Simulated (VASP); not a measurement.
Crystal: SiC.

```
Si C
1.0
     0.00000    2.17911    2.17911
     2.17911    0.00000    2.17911
     2.17911    2.17911    0.00000
Si C
1 1
Cartesian
  3.2687 3.2687 3.2687
  0.0000 0.0000 0.0000
```

The cell is a database's computed one.

Base run:

```yaml
Program: VASP 6.6.1
Functional: TB-mBJ
Potentials_or_basis: VASP PAW PBE potentials, release 64 (Si, C)
Cutoff: 520 eV
k_mesh: 10 × 10 × 10
Occupations: gaussian, width 0.02 eV
Spin: no spin polarisation
```

Its results: band gap on the k mesh 2.34 eV, indirect (least direct gap 5.53 eV).

Task: The run is repeated on the same cell with these changes: functional from TB-mBJ to PBEsol; further incar settings from ALGO = Normal; EDIFF = 1e-07; NBANDS = 11 to ALGO = Fast; EDIFF = 1e-07; NBANDS = 11. What comes out?

Result: Band gap on the k mesh 1.23 eV, indirect (least direct gap 4.44 eV).

Not every run made on this cell is shown here.
